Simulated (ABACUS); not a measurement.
The system is Ta.

```
Ta
1.0
    -1.65128    1.65128    1.65128
     1.65128   -1.65128    1.65128
     1.65128    1.65128   -1.65128
Ta
1
Direct
  0.00000 0.00000 0.00000
```

| Item | Value |
| --- | --- |
| Program | ABACUS 3.10.1 |
| Task | single point |
| Functional | PBE |
| Potentials or basis | PseudoDojo NC SR 0.4.1 PBE standard |
| Cutoff | 789 eV |
| Density cutoff | 3157 eV |
| Basis | plane waves |
| k mesh | 11 × 11 × 11 |
| Occupations | fermi-dirac, width 0.05 eV |
| Spin | no spin polarisation |

On this cell: pressure 2.6 GPa; band gap on the k mesh none (metal or under the smearing width).

The same run follows on a disturbed copy (cell strained at random at fixed volume):

```xyz
1
Lattice="-1.6207 1.6546 1.6292 1.6978 -1.6262 1.6778 1.6224 1.6279 -1.6008" Properties=species:S:1:pos:R:3 pbc="T T T"
Ta   -0.0498    0.0348   -0.0299
```

What does the disturbed cell give?

The energy (extrapolated to zero smearing) moves by +14.9 meV/atom; pressure 2.9 GPa; band gap on the k mesh none (metal or under the smearing width).

Stress tensor (GPa, compression positive):
```
 2.37 -0.25 -4.40
-0.25  3.65 -1.50
-4.40 -1.50  2.81
```
